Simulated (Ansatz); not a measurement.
System: skutterudite CoSb3. Method: PBEsol-D3(BJ) in Ansatz (PAW).

Settings: plane-wave cutoff 520 eV, 6×6×6 k mesh, Fermi–Dirac smearing 0.01 eV, no spin polarisation, scalar-relativistic PAW data made under PBE.

The cell is scaled about its equilibrium volume:

Shape and atoms are relaxed at each volume.

| V (Å³/atom) | P (GPa) | direct gap at Γ (eV) |
|---|---|---|
| 21.005 | 4.80 | 0.534 |
| 21.442 | 2.26 | 0.462 |
| 21.880 | 0.00 | 0.394 |
| 22.317 | -2.02 | 0.330 |
| 22.755 | -3.81 | 0.270 |

A straight line through the gaps at Γ against ln V gives a volume deformation potential dE_g(Γ)/d ln V of -3.3 eV: the gap at Γ widens under compression.

Measured, for comparison: band gap 0.63 eV (temperature not stated, not corrected to a static lattice; as tabulated in Kim et al. (2020), doi:10.1038/s41597-020-00723-8).

Note: the bulk modulus comes from volumes at which shape and atoms were relaxed.

Spin–orbit coupling is not included; with these elements it can move the gap by several tenths of an eV or more.

Ansatz is a program for electronic structure.
